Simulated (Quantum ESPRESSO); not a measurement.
# PbS (Galena) (Fm-3m) in Quantum ESPRESSO: settings compared, part 2 of 5

Quantum ESPRESSO 7.5.

### Step 3. Phonons, revPBE

The input, pw.in:

```
&CONTROL
  calculation = 'scf'
  prefix = 'pwscf'
  outdir = './tmp'
  pseudo_dir = './pseudo'
  tprnfor = .true.
  tstress = .true.
  disk_io = 'low'
/
&SYSTEM
  ibrav = 0
  nat = 2
  ntyp = 2
  ecutwfc = 56
  nbnd = 16
  input_dft = 'revpbe'
  occupations = 'smearing'
  smearing = 'fd'
  degauss = 0.00367493
/
&ELECTRONS
  conv_thr = 4d-10
  electron_maxstep = 120
  mixing_beta = 0.5
/
ATOMIC_SPECIES
Pb   207.2000 Pb.upf
S     32.0600 S.upf
CELL_PARAMETERS angstrom
   0.0000000000    2.9657500000    2.9657500000
   2.9657500000    0.0000000000    2.9657500000
   2.9657500000    2.9657500000    0.0000000000
ATOMIC_POSITIONS crystal
Pb     0.0000000000    0.0000000000    0.0000000000
S      0.5000000000    0.5000000000    0.5000000000
K_POINTS automatic
4 4 4 1 1 1
```

The input, relax.in:

```
&CONTROL
  calculation = 'vc-relax'
  prefix = 'pwscf'
  outdir = './tmp'
  pseudo_dir = './pseudo'
  tprnfor = .true.
  tstress = .true.
  disk_io = 'low'
  nstep = 40
  forc_conv_thr = 0.0001
  etot_conv_thr = 1d-06
/
&SYSTEM
  ibrav = 0
  nat = 2
  ntyp = 2
  ecutwfc = 56
  nbnd = 16
  input_dft = 'revpbe'
  occupations = 'smearing'
  smearing = 'fd'
  degauss = 0.00367493
/
&ELECTRONS
  conv_thr = 4d-10
  electron_maxstep = 120
  mixing_beta = 0.5
/
&IONS
  ion_dynamics = 'bfgs'
/
&CELL
  cell_dynamics = 'bfgs'
  press = 0
  press_conv_thr = 0.2
/
ATOMIC_SPECIES
Pb   207.2000 Pb.upf
S     32.0600 S.upf
CELL_PARAMETERS angstrom
   0.0000000000    2.9657500000    2.9657500000
   2.9657500000    0.0000000000    2.9657500000
   2.9657500000    2.9657500000    0.0000000000
ATOMIC_POSITIONS crystal
Pb     0.0000000000    0.0000000000    0.0000000000
S      0.5000000000    0.5000000000    0.5000000000
K_POINTS automatic
4 4 4 1 1 1
```

The input, gamma.in:

```
&CONTROL
  calculation = 'bands'
  prefix = 'pwscf'
  outdir = './tmp'
  pseudo_dir = './pseudo'
  disk_io = 'low'
  verbosity = 'high'
/
&SYSTEM
  ibrav = 0
  nat = 2
  ntyp = 2
  ecutwfc = 56
  nbnd = 16
  input_dft = 'revpbe'
  occupations = 'smearing'
  smearing = 'fd'
  degauss = 0.00367493
/
&ELECTRONS
  conv_thr = 1d-08
  electron_maxstep = 120
  mixing_beta = 0.5
  diago_full_acc = .true.
  startingwfc = 'random'
/
ATOMIC_SPECIES
Pb   207.2000 Pb.upf
S     32.0600 S.upf
CELL_PARAMETERS angstrom
   0.0000000000    3.0268463559    3.0268463559
   3.0268463559    0.0000000000    3.0268463559
   3.0268463559    3.0268463559    0.0000000000
ATOMIC_POSITIONS crystal
Pb     0.0000000000    0.0000000000    0.0000000000
S      0.5000000000    0.5000000000    0.5000000000
K_POINTS crystal
1
0.0 0.0 0.0 1
```

The input, scf2.in:

```
&CONTROL
  calculation = 'scf'
  prefix = 'pwscf'
  outdir = './tmp'
  pseudo_dir = './pseudo'
  tprnfor = .true.
  tstress = .true.
  disk_io = 'low'
/
&SYSTEM
  ibrav = 0
  nat = 2
  ntyp = 2
  ecutwfc = 56
  nbnd = 16
  input_dft = 'revpbe'
  occupations = 'fixed'
/
&ELECTRONS
  conv_thr = 1d-13
  electron_maxstep = 120
  mixing_beta = 0.5
  startingpot = 'file'
/
ATOMIC_SPECIES
Pb   207.2000 Pb.upf
S     32.0600 S.upf
CELL_PARAMETERS angstrom
   0.0000000000    3.0268463559    3.0268463559
   3.0268463559    0.0000000000    3.0268463559
   3.0268463559    3.0268463559    0.0000000000
ATOMIC_POSITIONS crystal
Pb     0.0000000000    0.0000000000    0.0000000000
S      0.5000000000    0.5000000000    0.5000000000
K_POINTS automatic
4 4 4 1 1 1
```

The input, ph.in:

```
phonons of PbS
&INPUTPH
  prefix = 'pwscf'
  outdir = './tmp'
  tr2_ph = 1d-18
  fildyn = 'dyn'
  niter_ph = 90
  alpha_mix(1) = 0.7
  epsil = .true.
/
0.0000000000 0.0000000000 0.0000000000
```

The input, dynmat.in:

```
&INPUT
  fildyn = 'dyn'
  asr = 'crystal'
  lperm = .true.
  filout = 'dynmat.disp'
  fileig = 'dynmat.eig'
/
```

The input, dynmat_lo.in:

```
&INPUT
  fildyn = 'dyn'
  asr = 'crystal'
  filout = 'dynmat_lo.disp'
  fileig = 'dynmat_lo.eig'
  q(1) = 0
  q(2) = 0
  q(3) = 1
/
```

Potentials or basis: PseudoDojo 0.4.1 SR PBE standard.

Run with:

```console
$ OMP_NUM_THREADS=1 pw.x -in pw.in > pw.out
$ OMP_NUM_THREADS=1 pw.x -in relax.in > relax.out
$ OMP_NUM_THREADS=1 pw.x -in gamma.in > gamma.out
$ OMP_NUM_THREADS=1 pw.x -in scf2.in > scf2.out
$ OMP_NUM_THREADS=1 ph.x -in ph.in > ph.out
$ OMP_NUM_THREADS=1 dynmat.x -in dynmat.in > dynmat.out
$ OMP_NUM_THREADS=1 dynmat.x -in dynmat_lo.in > dynmat_lo.out
```

pw.out:

```text
This program is part of the open-source Quantum ESPRESSO suite
     for quantum simulation of materials; please cite
         "P. Giannozzi et al., J. Phys.:Condens. Matter 21 395502 (2009);
         "P. Giannozzi et al., J. Phys.:Condens. Matter 29 465901 (2017);
         "P. Giannozzi et al., J. Chem. Phys. 152 154105 (2020);
     in publications or presentations arising from this work. More details at

     IMPORTANT: XC functional enforced from input :
     Exchange-correlation= REVPBE
                           (   1   4   4   4   0   0   0)
     Any further DFT definition will be discarded
     Please, verify this is what you really want

     Message from routine setup:
     using ibrav=0 with symmetry is DISCOURAGED, use correct ibrav instead

     G-vector sticks info
     --------------------
     sticks:   dense  smooth     PW     G-vecs:    dense   smooth      PW
     Sum         955     955    295                19891    19891    3287

[... 197 lines left out ...]

          k =-0.6187 0.0884 0.0884 (  2482 PWs)   bands (ev):

    -8.1897  -8.0954  -8.0378  -8.0243  -8.0206  -3.2241   1.2583   4.0483
     5.5241   5.6938  12.7533  13.8618  13.9053  14.4646  20.2405  20.3200

          k = 0.2652 0.2652 0.2652 (  2488 PWs)   bands (ev):
[... 6 lines left out ...]
    -8.1303  -8.0671  -8.0625  -8.0476  -8.0323  -3.3313   0.4212   4.7707
     6.4067   7.2119  10.9955  11.8142  13.2563  16.6802  18.1980  18.3612

     the Fermi energy is     9.1158 ev

!    total energy              =    -162.98325304 Ry
     estimated scf accuracy    <          2.1E-10 Ry
     smearing contrib. (-TS)   =      -0.00000000 Ry
     internal energy E=F+TS    =    -162.98325304 Ry

     The total energy is F=E-TS. E is the sum of the following terms:
     one-electron contribution =     -35.86338027 Ry
     hartree contribution      =      30.54041376 Ry
     xc contribution           =     -46.43064244 Ry
     ewald contribution        =    -111.22964409 Ry

     convergence has been achieved in  10 iterations

     Forces acting on atoms (cartesian axes, Ry/au):

     atom    1 type  1   force =    -0.00000000    0.00000000   -0.00000000
     atom    2 type  2   force =    -0.00000000   -0.00000000    0.00000000

     Total force =     0.000000     Total SCF correction =     0.000000

     Computing stress (Cartesian axis) and pressure

          total   stress  (Ry/bohr**3)                   (kbar)     P=       34.33
   0.00023336   0.00000000  -0.00000000           34.33        0.00       -0.00
   0.00000000   0.00023336   0.00000000            0.00       34.33        0.00
  -0.00000000   0.00000000   0.00023336           -0.00        0.00       34.33

=------------------------------------------------------------------------------=
   JOB DONE.
=------------------------------------------------------------------------------=
```

Wall time 2 min (1 thread of Intel Xeon 6975P-C (Granite Rapids), shared host); peak memory 0.07 GiB.

Results:

| Property | Result |
| --- | --- |
| Free energy | -2217.5337 eV |
| Relaxed volume | 27.73 Å³/atom |
| Relaxed cell | a = 4.281 Å, b = 4.281 Å, c = 4.281 Å, α = 60.00°, β = 60.00°, γ = 60.00° |
| Space group after relaxing (to 0.05 Å) | Fm-3m (No. 225) |
| Pressure after relaxing | 0.0 GPa |
| Electronic dielectric tensor (diagonal) | 11.38 |
| Born charges (mean of the diagonal) | Pb +4.36; S -4.00 e |
| Highest phonon frequency at Γ, LO-TO splitting left out | 42 cm⁻¹ |
| Static dielectric tensor (diagonal) | 332.18 |

The path:
```csv
step,energy change (eV),largest force (eV/Å),pressure (GPa),volume (Å³)
1,0.0000,0.0000,3.43,52.17
2,-0.0166,0.0000,2.37,53.09
3,-0.0282,0.0000,1.28,54.11
4,-0.0334,0.0000,0.08,55.37
5,-0.0334,0.0000,0.00,55.46
6,-0.0334,0.0000,0.00,55.46
```

Final structure:
```yaml
crystal:
  lattice:
    - [0.00000, 3.02685, 3.02685]
    - [3.02685, 0.00000, 3.02685]
    - [3.02685, 3.02685, 0.00000]
  atoms:
    - { symbol: Pb, position: [0.00000, 0.00000, 0.00000] }
    - { symbol: S, position: [0.50000, 0.50000, 0.50000] }
```

Phonon frequencies in cm⁻¹ (negative: imaginary):
```tsv
q point	frequencies
(0.000, 0.000, 0.000)	-1 -1 -1 42 42 42
```

Electronic dielectric tensor:
```
11.38  0.00  0.00
 0.00 11.38  0.00
 0.00  0.00 11.38
```

Born effective charge tensors (e):
atom 1, Pb
```
4.36 0.00 0.00
0.00 4.36 0.00
0.00 0.00 4.36
```
atom 2, S
```
-4.00  0.00  0.00
 0.00 -4.00  0.00
 0.00  0.00 -4.00
```

Optical modes at Γ, degenerate ones joined, polar ones without the macroscopic field:
```tsv
cm⁻¹	components	symmetry	active in	IR intensity, summed ((D/Å)²/amu)
42	3	T1u	IR	43.59
```

Zone-centre frequencies without and with the macroscopic field along z (cm⁻¹):
```
                optical modes in rising order
       without                       42 42 42
with the field                      42 42 225
```

Static dielectric tensor, electrons and zone-centre modes:
```
332.18   0.00   0.00
  0.00 332.18   0.00
  0.00   0.00 332.18
```

Caveat: the mesh is thin for the dielectric tensor, Born charges and intensities, which usually come out too large; the potentials were made for another functional, which shifts forces and pressure; the Born charges break their sum rule by 0.36 e, a sign of too thin a mesh. The run has no spin-orbit coupling, so splittings on Pb are missing.

(Continued in part 3 of 5.)
